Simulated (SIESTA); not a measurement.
Crystal: HfO2.

```
Hf O
1.0
     5.11800    0.00000    0.00000
     0.00000    5.18570    0.00000
    -0.85866    0.00000    5.21387
Hf O
4 8
Direct
  0.27550 0.46030 0.70800
  0.72450 0.96030 0.79200
  0.72450 0.53970 0.29200
  0.27550 0.03970 0.20800
  0.07420 0.16840 0.84670
  0.92580 0.66840 0.65330
  0.92580 0.83160 0.15330
  0.07420 0.33160 0.34670
  0.44870 0.74190 0.98010
  0.55130 0.24190 0.51990
  0.55130 0.25810 0.01990
  0.44870 0.75810 0.48010
```

Base run:

- Program: SIESTA 5.4.2
- Functional: PBE
- Potentials or basis: PseudoDojo 0.4 standard (PBE files)
- Basis: DZP (energy shift 0.003 Ry; two zetas on semicore shells)
- Grid cutoff: 800 Ry
- Energy shift: 0.003 Ry
- k mesh: 5 × 5 × 5
- Occupations: fermi-dirac, width 0.05 eV
- Spin: no spin polarisation

Its results: band gap on the k mesh 4.00 eV, indirect (least direct gap 4.07 eV); pressure 8.7 GPa; largest force 0.517 eV/Å.

Task: The run is repeated on the same cell with these changes: functional from PBE to BLYP. What comes out?

Result: Band gap on the k mesh 4.03 eV, indirect (least direct gap 4.10 eV); pressure 15.2 GPa; largest force 0.564 eV/Å.

BLYP binds less tightly than PBE, so the same cell stands under more pressure.

Caveats: short orbitals over semicore shells can move pressures by several GPa; spin-orbit coupling is left out, which moves the levels of the heavy elements; the basis of atomic orbitals isn't converged, which shifts pressures, moduli and gaps; an odd mesh through Γ misses points on the zone boundary, where band edges often lie (some runs); so large a pressure means that the cell lies far from this level's equilibrium, or that cutoff or potentials fall short (some runs); the potentials were made for another functional, which shifts forces and pressure (some runs).

Not every run made on this cell is shown here.
